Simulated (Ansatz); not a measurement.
InN, thickness series

Start from InN in the zinc blende structure (space group F-43m, No. 216; a = 4.987 Å). Axes: x, y, z lie along the cube axes.

Free-standing slabs (2 atom(s) a layer) normal to [110] with 15 Å of vacuum; in-plane cell held at bulk.

Level of theory: DFT with PBEsol, PAW potentials and a 420 eV plane-wave cutoff in Ansatz (an electronic-structure program), without spin-orbit coupling.

Candidates:
(a) 5 layers
(b) 6 layers
(c) 2 layers
(d) 3 layers

For the base:

```
Quantity  Value
--------  -----
Band gap   zero
```

Problem. Order them by band gap, lowest first.

Solution. (b) 6 layers (0.43 eV), (a) 5 layers (0.46 eV), (d) 3 layers (0.63 eV), (c) 2 layers (1.17 eV)

Whether these cells are dynamically stable was not tested. All final runs are without spin polarisation. This is not the structure that InN has at room temperature and ambient pressure. A zero or small gap of InN can be the functional's error rather than a property of the material.
